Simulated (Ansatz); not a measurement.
Runs of Ansatz 0.2.0 on Pb. The structure is hexagonal, space group P6_3/mmc (No. 194). Conventional cell: a = 3.480 Å, b = 3.480 Å, c = 5.590 Å, α = 90.00°, β = 90.00°, γ = 120.00°. Pb (site symmetry -6m2) is surrounded by 12 Pb at 3.44 to 3.48 Å. This isn't the form of Pb at room conditions, which is fcc.

```csv
task,level,spin,cell,cutoff (eV),points for each segment of the path,gap on the mesh (eV),pressure (GPa),relaxed volume (Å³/atom)
relaxation of cell and atoms,RPBE,off,relaxed,420,-,none,0.0,33.10
relaxation of cell and atoms,r2SCAN,off,relaxed,500,-,none,0.0,(c)
relaxation of cell and atoms,PBEsol,off,relaxed,420,-,none,0.0,29.81
band structure,r2SCAN,off,as given,500,14,none,2.9,-
relaxation of cell and atoms,BLYP,off,relaxed,420,-,none,0.0,34.94
band structure,r2SCAN,"SOC, no magnetisation",as given,500,14,none,(b),-
relaxation of cell and atoms,LDA,off,relaxed,420,-,none,0.0,28.86
relaxation of cell and atoms,revPBE,off,relaxed,420,-,none,0.0,(a)
```

Alike in all rows: potentials or basis Ansatz PAW; k mesh 9 × 9 × 5; smearing fermi-dirac 0.05 eV.

Question: Fill in the values left out.

Answer: (a) 32.68; (b) 3.4; (c) 30.90.

Caveats: the PAW data sets come from PBE, with cores solved anew for the run's functional, which leaves a small shift of forces and pressure; the plane-wave basis is chosen anew once the cell has moved, so the energies of steps on either side of that aren't comparable (some runs); spin-orbit coupling is left out, which moves the levels of the heavy elements (some runs); the volume moved by over 15 % at a fixed basis, so the end points are rough (some runs).

A k mesh can miss the band edges, and rows without SOC leave out spin-orbit coupling on Pb.

A gap of «none» marks a metal or a gap under the smearing width.

Runs at the PBE level aren't shown here.
